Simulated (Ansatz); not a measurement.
Structure relaxation of Au

Level of theory: DFT PBE, scalar-relativistic, plane waves, PAW in Ansatz 0.2.0. Cutoff 420 eV, Γ-centred k mesh, Gaussian smearing, no spin polarisation in the final step.

Au was placed on the beta-tungsten (A15) structure type (Pm-3n, No. 223), at a guessed volume.

```
CELL_PARAMETERS angstrom
5.27903 0.00000 0.00000
0.00000 5.27903 0.00000
0.00000 0.00000 5.27903
ATOMIC_POSITIONS crystal
Au 0.50000 0.50000 0.50000
Au 0.00000 0.00000 0.00000
Au 0.25000 0.00000 0.50000
Au 0.50000 0.25000 0.00000
Au 0.50000 0.75000 0.00000
Au 0.75000 0.00000 0.50000
Au 0.00000 0.50000 0.75000
Au 0.00000 0.50000 0.25000
```

Cell and atoms relax at zero pressure; the relaxation can't lower the symmetry of the start.

Energies count from the standard state of Au at the same level.

(1) What does it relax into?

(2) What are its volume, energy, density and gap?

Answers

(1) It keeps Pm-3n (No. 223). The result has the beta-tungsten (A15) structure. Conventional cell: a = 5.301 Å. Au on Wyckoff site a (2 atoms of the primitive cell) is coordinated by 12 Au at 2.96 Å; Au on Wyckoff site c (6 atoms of the primitive cell) has 2 Au at 2.65 Å, 4 Au at 2.96 Å and 8 Au at 3.25 Å.

```cif
data_structure
_symmetry_space_group_name_H-M 'Pm-3n'
_symmetry_Int_Tables_number 223
_cell_length_a 5.3008
_cell_length_b 5.3008
_cell_length_c 5.3008
_cell_angle_alpha 90.000
_cell_angle_beta 90.000
_cell_angle_gamma 90.000
_cell_volume 148.94
loop_
_atom_site_label
_atom_site_type_symbol
_atom_site_symmetry_multiplicity
_atom_site_Wyckoff_symbol
_atom_site_fract_x
_atom_site_fract_y
_atom_site_fract_z
_atom_site_occupancy
Au1 Au 2 a 0.50000 0.50000 0.50000 1
Au2 Au 6 c 0.25000 0.00000 0.50000 1
```

(2) The volume per atom is 18.62 Å³ and the density is 17.57 g/cm³. The energy over the standard structure is 0.12 eV/atom and the gap on the 8×8×8 mesh is 0 eV (a metal).

The final run used a 8×8×8 mesh on its 8-atom cell and 0.10 eV smearing. For metals, differences of a few meV/atom aren't resolved. Spin–orbit coupling is left out. A structure relaxed within its symmetry needn't be a true minimum.